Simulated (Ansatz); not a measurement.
Runs of Ansatz 0.2.0 on Lu. Symmetry: P6_3/mmc, No. 194, hexagonal system. Conventional cell: a = 3.503 Å, b = 3.503 Å, c = 5.551 Å, α = 90.00°, β = 90.00°, γ = 120.00°. Around Lu (site symmetry -6m2) lie 12 Lu at 3.43 to 3.50 Å. 

```csv
task,level,potentials or basis,cutoff (eV),basis error allowed,pressure (GPa)
band structure,LDA,"all-electron LAPW, scalar-relativistic",173,0.001 eV/atom,-5.6
band structure,PBEsol,"all-electron LAPW, inner shells corrected to Dirac's equation",173,0.001 eV/atom,-3.0
band structure,PBEsol,"all-electron LAPW, non-relativistic",169,0.001 eV/atom,0.3
band structure,PBE,"all-electron LAPW, scalar-relativistic",173,0.001 eV/atom,(a)
band structure,PBEsol,all-electron PAW datasets made for the crystal,340,-,-3.0
band structure,PBEsol,"all-electron LAPW, scalar-relativistic",173,0.001 eV/atom,-3.0
```

Alike in all rows: no spin polarisation; cell as given; k mesh 9 × 9 × 5; smearing fermi-dirac 0.05 eV.

Problem. Fill in the values left out.

Solution. (a) -0.5.

Caveats: relativity is left out, which matters for the heavier elements (some runs).

Not every run made on this cell is shown here.
